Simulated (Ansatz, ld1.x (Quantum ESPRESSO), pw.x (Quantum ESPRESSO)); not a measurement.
iridium (Ir) (diamond): variants of one TM potential in the solid

Ir, norm-conserving Troullier–Martins (Kleinman–Bylander form), made with ld1.x (Quantum ESPRESSO) 7.5 (PBE, scalar-relativistic). Core [Xe] 4f14, reference 5d7 6s1 6p1. Waves: 6p (bound): rc 2.25 bohr; 5d (bound): rc 1.30 bohr; 6s (bound): rc 2.55 bohr. Local part: the s channel. Core correction: none.

Crystal test: diamond Ir in pw.x 7.5, no spin, 8³ k-points, Fermi–Dirac smearing 0.01 Ry, cutoffs set for each file from its atomic test. The reference is all-electron LAPW (Ansatz 0.2.0) with the same functional, mesh and smearing; V0 and B0 come from Birch–Murnaghan fits to the pressures at five volumes. Errors are pseudo minus all-electron; Δ is the rms difference of the E(V) curves that follow from these fits, minima aligned, over ±6 % about the mean V0. Mesh and smearing are coarse, so the numbers serve the comparison and aren't converged zero-temperature values; the lattice is a test structure that the element need not adopt.

All-electron: a0 = 5.571 Å (V0 = 21.61 Å³/atom), B0 = 182.3 GPa.

Base: The largest radius (2.55 bohr) exceeds half the bond length (2.28 bohr), so the spheres overlap, which is one possible source of error among others. This is a poor potential for the solid.

1 further variants are left out: they gave no file fit for a test, a broken result, the same result as the base, or pressures whose basis-set error rivals the error shown.

| change | cutoffs (Ry) | pw.x | a0 (Å) | a0 error (%) | B0 error (%) | Δ (meV/atom) | mean pressure error (GPa) |
| --- | --- | --- | --- | --- | --- | --- | --- |
| base | 85/340 | converged | 5.650 | +1.42 | -5.2 | 36.3 | +8.28 |
| wave 6p (bound): rc 2.25 bohr becomes 6p (bound): rc 2.40 bohr | 85/340 | converged | 5.648 | +1.38 | -5.5 | 35.2 | +7.99 |
| wave 6p (bound): rc 2.25 bohr becomes 6p (bound): rc 2.82 bohr | 85/340 | converged | 5.644 | +1.32 | -5.9 | 33.5 | +7.55 |
| wave 6p (bound): rc 2.25 bohr becomes 6p (bound): rc 3.22 bohr | 85/340 | converged | 5.646 | +1.35 | -5.9 | 34.3 | +7.75 |
